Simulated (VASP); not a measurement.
Crystal: TiO2.

```
Ti O
1.0
     4.59222    0.00000    0.00000
     0.00000    4.59222    0.00000
     0.00000    0.00000    2.94203
Ti O
2 4
Direct
  0.00000 0.00000 0.00000
  0.50000 0.50000 0.50000
  0.30430 0.30430 0.00000
  0.19570 0.80430 0.50000
  0.69570 0.69570 0.00000
  0.80430 0.19570 0.50000
```

Base run:

* Program: VASP 6.6.1
* Functional: PBEsol
* Potentials or basis: VASP PAW PBE potentials, release 64 (Ti_sv, O)
* Cutoff: 520 eV
* k mesh: 6 × 6 × 10
* Occupations: gaussian, width 0.02 eV
* Spin: no spin polarisation

Its results: band gap on the k mesh 1.83 eV, direct.

Task: The run is repeated on the same cell with these changes: functional from PBEsol to TB-mBJ. What comes out?

Result: Band gap on the k mesh 2.73 eV, indirect (least direct gap 2.74 eV).

Not every run made on this cell is shown here.
